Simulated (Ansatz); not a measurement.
Ionic part of the dielectric constant of LiBr at 3 GPa, mode by mode

The calculation used Ansatz, DFT PBEsol, scalar-relativistic, plane waves, PAW. Plane waves to 420 eV; Γ-centred k mesh 8×8×8; fixed occupations. No spin polarisation. Phonons by linear response, acoustic sum rule imposed.

The structure is cubic, space group Fm-3m (No. 225). Conventional cell: a = 5.258 Å, b = 5.258 Å, c = 5.258 Å, α = 90.00°, β = 90.00°, γ = 90.00°. Li (site symmetry m-3m) is surrounded by 6 Br at 2.63 Å. Br (site symmetry m-3m) is surrounded by 6 Li at 2.63 Å.

The primitive cell has V = 36.34 Å³ and ε∞,yy = 3.732. Each polar mode adds Δε = (4.92064×10⁷/V)·S/ν² along y, with S its oscillator strength in e²/amu, ν in cm⁻¹ and V in Å³.

Task: From these modes, find each Δε and ε0,yy.
```
ν (cm⁻¹) S_yy (e²/amu)
   230.7         0.2255
```

Result:
```
ν (cm⁻¹)    Δε
   230.7  5.74
```

The sum is 5.737, so ε0,yy = 9.47; the run's tensor has 9.47.

Task: Where do the longitudinal modes lie for a wave vector along y?

Result: At 367 cm⁻¹. The Lyddane–Sachs–Teller product Π(ν_LO/ν_TO)² = 2.54 matches ε0/ε∞ = 2.54.